Tungsten is so stiff that an error of 1% in its volume amounts to a pressure of about 3 GPa. In a model of a tungsten contact, where a neighbouring layer fixes part of the cell, a small error in the lattice constant can therefore pass for a real mechanical stress. The table compares computed volumes of the bcc crystal with the measured one; a positive entry under "computed less measured" means that the computed crystal is too large.

VASP Kohn-Sham DFT calculations of bcc tungsten with W_sv PAW potentials, without spin polarization or spin-orbit coupling; the basis column gives the plane-wave cutoff. Volumes are for a static lattice, from relaxation of the cell except for r2SCAN, where an equation of state was fitted; the measured volume is 15.8015 Å³/atom.

```
       method      rung                            potentials   basis                k mesh                 smearing  equilibrium volume (Å³/atom)  computed less measured (Å³/atom)
          LDA       LDA  VASP PAW LDA potentials, recommended  600 eV  12x12x12 1-atom cell       Fermi-Dirac 0.05eV                        15.489                            -0.312
  BLYP-D3(BJ)       GGA  VASP PAW PBE potentials, recommended  600 eV  12x12x12 1-atom cell       Fermi-Dirac 0.05eV                        15.817                             0.015
          PBE       GGA  VASP PAW PBE potentials, recommended  600 eV  12x12x12 1-atom cell       Fermi-Dirac 0.05eV                        16.178                             0.377
   PBE-D3(BJ)       GGA  VASP PAW PBE potentials, recommended  600 eV  12x12x12 1-atom cell       Fermi-Dirac 0.05eV                        15.808                             0.006
PBEsol-D3(BJ)       GGA  VASP PAW PBE potentials, recommended  600 eV  12x12x12 1-atom cell       Fermi-Dirac 0.05eV                        15.364                            -0.438
         PW91       GGA  VASP PAW PBE potentials, recommended  600 eV  12x12x12 1-atom cell       Fermi-Dirac 0.05eV                        16.248                             0.447
         RPBE       GGA  VASP PAW PBE potentials, recommended  600 eV  12x12x12 1-atom cell       Fermi-Dirac 0.05eV                        16.377                             0.575
  rev-vdW-DF2       GGA  VASP PAW PBE potentials, recommended  600 eV  12x12x12 1-atom cell       Fermi-Dirac 0.05eV                        15.958                             0.156
          MS2  meta-GGA  VASP PAW PBE potentials, recommended  600 eV  12x12x12 1-atom cell  methfessel paxton 0.1eV                        15.751                            -0.051
       r2SCAN  meta-GGA  VASP PAW PBE potentials, recommended  520 eV  12x12x12 1-atom cell       Fermi-Dirac 0.05eV                        15.994                             0.192
    r2SCAN-D4  meta-GGA  VASP PAW PBE potentials, recommended  600 eV  12x12x12 1-atom cell       Fermi-Dirac 0.05eV                        15.893                             0.091
         PBE0    hybrid  VASP PAW PBE potentials, recommended  600 eV     6x6x6 1-atom cell       Fermi-Dirac 0.05eV                        15.676                            -0.126
```

(a) A cell is held at the measured volume of tungsten. How large a false pressure does each level of theory bring with it, and for what purposes does that matter?

Solution. Let ΔV be the computed less the measured volume, V the measured volume and B the bulk modulus, the resistance to uniform compression. For small changes the crystal answers like a spring, so the false pressure is

p = B ΔV/V.

The energy curve of r2SCAN gives B = 322 GPa, which serves here for every method. For PBE,

p = 322 GPa × 0.377/15.80 = 7.7 GPa.

The PBE crystal wants to be larger than its cell and pushes outward. LDA, which wants to be smaller, pulls inward with about 6 GPa. Over the whole table, the size of the false pressure runs from 0.1 GPa for PBE-D3(BJ) to 12 GPa for RPBE. The rule can be tested on r2SCAN, whose stresses were computed at several volumes: they give 3.8 GPa at the measured volume, and the rule gives 3.9 GPa.

The lattice constant carries only a third of the percentage error in volume. PBE is thus 0.8% too long, and RPBE, the worst row, 1.2%. For bond lengths good to 1%, every level but RPBE will do. For a stress good to 2 GPa, most rows are too coarse if the measured volume is imposed. A contact that fixes only two directions lets the crystal relax along the third, so the false stress is smaller there, though of the same order. The remedy costs little: start from the lattice constant that the chosen functional itself prefers, and apply the real misfit strain to that.

(b) Why do LDA, PBE and RPBE give ever larger crystals, and does a higher level of theory cure the error?

Solution. When a lattice expands, the density between the atoms thins out and varies more sharply relative to its own value. LDA judges each point by its density alone. PBE also looks at the gradient and lowers the exchange energy where the density is uneven, which favours the stretched crystal and moves the minimum outward. RPBE rewards strong gradients more and moves it further. This is standard theory, and the volumes follow it: the step from LDA to PBE is 0.69 Å³ per atom, and RPBE adds another 0.20 Å³.

The name of the level is a poor guide to the error. The smallest and the largest crystal, PBEsol-D3(BJ) and RPBE, both stand under GGA and differ by 1.0 Å³. The label also hides that rev-vdW-DF2 contains a nonlocal correlation term, which describes dispersion and goes beyond a plain GGA. Meta-GGAs also use the kinetic energy density, which helps them to tell a metallic bond from a covalent one. Here r2SCAN halves the error of PBE, from 0.38 to 0.19 Å³, for a moderate extra effort per step.

Still smaller errors meet a limit set by the comparison itself. The calculations hold the nuclei at rest, while the real crystal is swollen by zero-point motion, roughly 0.03 Å³, and by up to about 0.04 Å³ more at room temperature. A perfect static calculation should therefore fall slightly below the measured volume. MS2, at −0.05 Å³, can't be told from perfect on this evidence. Every functional but LDA and PBE also runs on potentials made for another functional, which brings in an error that the table can't show.

PBE0 replaces a quarter of the PBE exchange by exact exchange, and its volume is 0.50 Å³ smaller than that of PBE. The k mesh changed as well, however, and the run has practically no partly filled states, although tungsten is a metal. The coarse mesh and exact exchange can both cause this. At full range, exact exchange is known to thin out the states at the Fermi level of a metal and to stretch its bands, whose bottom lies about 2 eV deeper here than in PBE. The step in volume therefore mixes exchange with sampling. Exact exchange couples every k point with every other, so the finer mesh of the other rows would mean 64 times as many pairs before symmetry helps. For this metal, PBE0 is a costly choice whose benefit the table doesn't establish.

(c) PBE-D3(BJ) comes within 0.01 Å³ of the measured volume, and its correction adds almost no cost. Is it then the right description of tungsten?

Solution. D3 adds an attraction between pairs of atoms to the energy of the functional. Let E_d be this added energy per atom, varying with volume as V to the power −m. Its inward pull is m|E_d|/V, while the crystal resists a change ΔV with BΔV/V. Balancing the two gives the change in volume caused by the correction:

ΔV = −m|E_d|/B.

The leading part of an undamped attraction falls off as the sixth power of distance, hence as the square of volume, so m = 2. With 160 GPa to one eV/Å³, B is 2.01 eV/Å³. The correction to PBE is 0.70 eV per atom, which gives

ΔV = −2 × 0.70/2.01 = −0.70 Å³.

The computed shrinkage is only 0.37 Å³. D3 damps the attraction at short distances, where it would otherwise grow steeply, and a flatter energy pulls less.

Setting m to match this one shift gives about 1.1. Carried over to r2SCAN, where the D4 correction is 0.22 eV, that value predicts a shrinkage of 0.12 Å³, against 0.10 Å³ computed. The r2SCAN pair had no part in setting m. The agreement fits the simple balance, but it is a single test: D4 damps the attraction differently from D3, the two r2SCAN runs differ in cutoff, and m also absorbs the use of one stiffness for both functionals.

The revealing comparison is between BLYP-D3(BJ) and PBE-D3(BJ). Their volumes agree within 0.01 Å³, yet the D3 energy is 1.71 eV per atom in the first and 0.70 eV in the second. An attraction that belonged to tungsten alone would hardly differ by a factor of 2.45 in the same crystal. The long-range tail is in fact the same in both. What differs is the damping and the weight of a steeper eighth-power term, which are fitted to each functional and make up for what it lacks at shorter range. With BLYP, the balance above puts the effect of D3 on the volume at the order of 1 Å³, more than the whole error of PBE. BLYP is also a doubtful start for a metal, since its correlation part doesn't reproduce the uniform electron gas.

There is also a physical reason for doubt. Conduction electrons screen the attraction between atoms in a metal, and a sum over pairs leaves this out. PBEsol-D3(BJ) shows that the correction is no general cure: it gives the smallest crystal of all, 0.44 Å³ below the measurement. PBEsol was designed to give tighter solids than PBE, so a further pull can readily overshoot, though without a plain PBEsol row the table doesn't show how far the correction itself moved the volume.

For contact models, PBE at its own lattice constant is a sound and cheap start, and r2SCAN is a reasonable next step when the absolute size matters, since it halves the error of PBE here. MS2 comes closer still, but one metal can't rank the functionals, so test the other material of the contact as well. Before trusting a dispersion correction in a metal, run the same functional without it. The shift shows how much of the agreement hangs on the correction, though a large shift alone doesn't make the correction wrong. Then compare the dispersion energy under a second functional. Where it changes as much as it does here, take the agreement as a calibration of the volume and test surfaces, adhesion and elastic constants afresh.
